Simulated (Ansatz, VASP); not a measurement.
**Two plane-wave programs on SrO**

INCAR

```
ALGO = Normal ; EDIFF = 1E-6
ENCUT = 520 ; GGA = PS
ISIF = 2 ; ISMEAR = 0
LASPH = True ; LCHARG = False
LREAL = False ; LWAVE = False
NBANDS = 15 ; NELM = 60
PREC = Accurate ; SIGMA = 0.05
```

Contents of KPOINTS:

```
k-points
0
Gamma
  8 8 8
```

The input POSCAR:

```
SrO
1.0
    0.0000000000      2.4182743870      2.9019292644
    2.4182743870      0.0000000000      2.9019292644
    2.4182743870      2.4182743870      0.0000000000
Sr O
1 1
Direct
    0.0000000000      0.0000000000      0.0000000000
    0.5000000000      0.5000000000      0.5000000000
```

Input for Ansatz:

```yaml
crystal:
  lattice:
    - [0.0, 2.418274387, 2.9019292644]
    - [2.418274387, 0.0, 2.9019292644]
    - [2.418274387, 2.418274387, 0.0]
  atoms:
    - { symbol: Sr, position: [0.0, 0.0, 0.0] }
    - { symbol: O, position: [0.5, 0.5, 0.5] }
basis:
  ecutwfc: 420
kpoints:
  mp_grid: { grid: [8, 8, 8] }
hamiltonian:
  xc: pbesol
scf:
  occupations: { method: gaussian, width: 0.05 }
output:
  forces: true
  stress: true
  eigenvalues: true
```

Alike in both runs: task single point; functional PBEsol; k mesh 8 × 8 × 8; occupations gaussian, width 0.05 eV; no spin polarisation.

|  | VASP | Ansatz |
| --- | --- | --- |
| version | VASP 6.6.1 | Ansatz 0.2.0 |
| potentials or method | VASP PAW PBE potentials, release 64 (Sr_sv, O) | scalar-relativistic, plane waves, PAW |
| plane-wave cutoff (eV) | 520 | 420 |
| valence electrons in the cell | 16 | 16 |

Ansatz gave:

- gap on the k mesh at the Fermi level (eV): 2.90
- least direct gap on the mesh (eV): 2.92
- pressure (GPa): 5.4
- largest component of the traceless stress (GPa): 13.23

**Question.** What did VASP give for the same quantities?

**Answer.** gap on the k mesh at the Fermi level (eV): 2.88; least direct gap on the mesh (eV): 2.88; pressure (GPa): 6.3; largest component of the traceless stress (GPa): 14.00.

The functional is the same, so the differences come from potentials, cutoffs and numerics.

Caveats: the PAW data sets were made with another functional, which shifts forces and pressure a little (VASP). A k mesh can miss the band edges.
